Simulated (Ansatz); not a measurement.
ZrS, 2 atoms in the cell. It takes space group Fm-3m (No. 225, cubic). The conventional cell has a = 5.250 Å, b = 5.250 Å, c = 5.250 Å, α = 90.00°, β = 90.00°, γ = 90.00°. Around Zr (site symmetry m-3m) lie 6 S at 2.62 Å. S (site symmetry m-3m) has 6 Zr at 2.62 Å as nearest neighbours. 

| Property | Result |
| --- | --- |
| Program | Ansatz 0.2.0 |
| Task | elastic constants |
| Functional | PBEsol |
| Potentials or basis | Ansatz PAW |
| Cutoff | 420 eV (not typed: the program's choice for these potentials) |
| k mesh | 8 × 8 × 8 |
| Occupations | fermi-dirac, width 0.05 eV |
| Spin | no spin polarisation |
| Atoms under strain | relaxed |

Potentials or basis: Ansatz PAW.

Run with:

```console
$ ansatz run input.yaml --threads 2 --pin off --max-ram 5632MiB --backend cpu --events-out ev --progress --plain --runs-dir out
```

Hardware: 2 threads of Intel(R) Xeon(R) Platinum 8375C CPU @ 2.90GHz (Ice Lake) (shared host).

Estimate the wall time of this run.

It took 5.1 s on 2 threads of Intel(R) Xeon(R) Platinum 8375C CPU @ 2.90GHz (Ice Lake), on a shared host, peak memory 0.43 GiB. Counts: scf iterations 36, plane waves 725, k points 29, bands 13.
